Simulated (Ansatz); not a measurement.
**CdSe: what symmetry allows forces and stress to be**

```
Cd Se
1.0
     0.06141    3.01645    3.01645
     3.01645    0.06141    3.01645
     3.01645    3.01645    0.06141
Cd Se
1 1
Direct
  0.00564 0.00564 0.00564
  0.74436 0.74436 0.74436
```

All numbers below come from Ansatz 0.2.0, DFT PBE, scalar-relativistic, plane waves, PAW.

Settings: cutoff 420 eV, Γ-centred mesh 10×10×10 on the computed 2-atom cell, Gaussian smearing of 0.05 eV; no spin polarisation.

This distorted cell has space group R3m, with 6 operations.

**Question.** Without a calculation: in which directions can each atom feel a force?

**Answer.** A force must be left unchanged by every operation that keeps its atom in place, so it lies in the space that those operations leave fixed. Atoms that the group maps onto each other feel forces of one size.
```json
{"atom": "Cd1", "site symmetry": "3m", "operations at the site": "6", "equivalent to atom": "1", "allowed force (Cartesian)": "along (0.58, 0.58, 0.58)"}
{"atom": "Se2", "site symmetry": "3m", "operations at the site": "6", "equivalent to atom": "2", "allowed force (Cartesian)": "along (0.58, 0.58, 0.58)"}
```

That leaves 2 independent force components of 6, tied by 1 condition that the forces sum to zero, so 1 remains. A relaxation in this cell that keeps the symmetry moves the atoms in these directions alone.

**Question.** And the stress tensor?

**Answer.** It must be invariant under the point group, which leaves 2 independent components: xx = yy, xx = zz, yy = zz, yz = xz, yz = xy, xz = xy.

**Question.** Do the computed values obey this?

**Answer.** Yes. Forces (eV/Å):
```
Cd1 -0.435 -0.435 -0.435
Se2  0.435  0.435  0.435
```

Stress (GPa, compression positive, xx yy zz yz xz xy): 7.27 7.27 7.27 -2.54 -2.54 -2.54. The program imposes the same operations on density, forces and stress, so this confirms the analysis and is no independent test of the calculation.

This zinc-blende form isn't the usual stable structure of the compound.